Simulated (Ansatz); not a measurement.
## Moving the choice of potentials or basis in V

```
V
1.0
     2.60429    0.00000    0.00000
    -1.30215    2.25538    0.00000
     0.00000    0.00000    4.72334
V
2
Direct
  0.33333 0.66667 0.25000
  0.66667 0.33333 0.75000
```

This isn't the form of V at room conditions, which is bcc.

Kept alike: task equation of state; functional PBEsol; k mesh 12 × 12 × 6; occupations fermi-dirac, width 0.05 eV; collinear spin, ferromagnetic start. Program: Ansatz. Cutoffs run from 420 to 1410 eV. The mesh is that of the run's cell of 2 atoms. No spin-orbit coupling.

| choice of potentials or basis | volume (Å³/atom) | bulk modulus (GPa) |
| --- | --- | --- |
| Ansatz PAW (files of its older set among them) (made for PBE) | 13.305 | 187.9 |
| Ansatz PAW (made for PBE) | 13.306 | 188.2 |
| JTH PAW (made for PBE) | 13.363 | 186.8 |
| PseudoDojo standard (made for PBE) | 13.311 | 187.9 |
| PseudoDojo stringent (made for PBE) | 13.311 | 187.9 |

For a metal such a mesh leaves the last digits unconverged. Volume and modulus come from cells scaled at fixed shape and fractions; off cubic symmetry such a modulus can lie above the relaxed one. The moments vanished: the runs ended non-magnetic.

Task: What does the choice of potentials or basis change here?

Result: The volume runs from 13.305 (Ansatz PAW (files of its older set among them) (made for PBE)) to 13.363 Å³/atom (JTH PAW (made for PBE)). The bulk modulus runs from 186.8 (JTH PAW (made for PBE)) to 188.2 GPa (Ansatz PAW (made for PBE)).
